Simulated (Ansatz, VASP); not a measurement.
This is a calculation of Mg2Ge for VASP 6.6.1.

Contents of INCAR:

```
PREC = Accurate
ENCUT = 520
EDIFF = 1E-7
ISMEAR = -1
SIGMA = 0.05
LREAL = F
LASPH = T
NELM = 60
ALGO = Normal
ISIF = 2
LWAVE = F
LCHARG = F
GGA = PS
NBANDS = 16
```

KPOINTS

```
regular mesh
0
Gamma
  7 7 7
```

File POSCAR:

```
Mg2Ge
1.0
    0.0000000000      3.1459001220      3.1459001220
    3.1459001220      0.0000000000      3.1459001220
    3.1459001220      3.1459001220      0.0000000000
Ge Mg
1 2
Direct
    0.0000000000      0.0000000000      0.0000000000
    0.7500000000      0.7500000000      0.7500000000
    0.2500000000      0.2500000000      0.2500000000
```

Potentials or basis: VASP PAW PBE potentials, release 64 (Ge_d, Mg).

Command:

```sh
$ cat potpaw_PBE.64/Ge_d/POTCAR potpaw_PBE.64/Mg/POTCAR > POTCAR
$ mpirun -np 1 vasp_std > vasp.out
```

Q: Set up the same calculation for Ansatz 0.2.0. Potentials there: Ansatz PAW.

A: As run (the cutoff follows the program's own potentials):

input.yaml

```yaml
crystal:
  lattice:
    - [0.0, 3.145900122, 3.145900122]
    - [3.145900122, 0.0, 3.145900122]
    - [3.145900122, 3.145900122, 0.0]
  atoms:
    - { symbol: Ge, position: [0.0, 0.0, 0.0] }
    - { symbol: Mg, position: [0.75, 0.75, 0.75] }
    - { symbol: Mg, position: [0.25, 0.25, 0.25] }
hamiltonian:
  xc: pbesol
  pseudopotentials: { kind: paw }
kpoints:
  mp_grid: { grid: [7, 7, 7] }
scf:
  occupations: { method: fermi_dirac, width: 0.05 }
output:
  forces: true
  stress: true
  eigenvalues: true
```

Potentials or basis: Ansatz PAW.

The run is started by

```bash
$ ansatz run input.yaml --threads 1 --pin off --max-ram 3584MiB --backend cpu --events-out ev --progress --plain --runs-dir out
```

Both were run:

|  | VASP | Ansatz | Ansatz less VASP |
| --- | --- | --- | --- |
| gap on the k mesh at the Fermi level (eV) | 0.19 | 0.19 | +0.001 |
| least direct gap on the mesh (eV) | 1.23 | 1.22 | -0.006 |
| pressure (GPa) | 1.8 | 1.9 | +0.09 |

The functional is the same, so the differences come from potentials, cutoffs and numerics. The two sets of potentials don't hold the same shells in valence.

Caveats: the PAW data sets were made with another functional, which shifts forces and pressure a little (VASP); an odd mesh through Γ misses points on the zone boundary, where band edges often lie (VASP); odd divisions of the mesh miss points on the zone boundary, where band edges often lie, so the gap on the mesh can be too wide (Ansatz); the PAW data sets come from PBE, with cores solved anew for the run's functional, which leaves a small shift of forces and pressure (Ansatz).
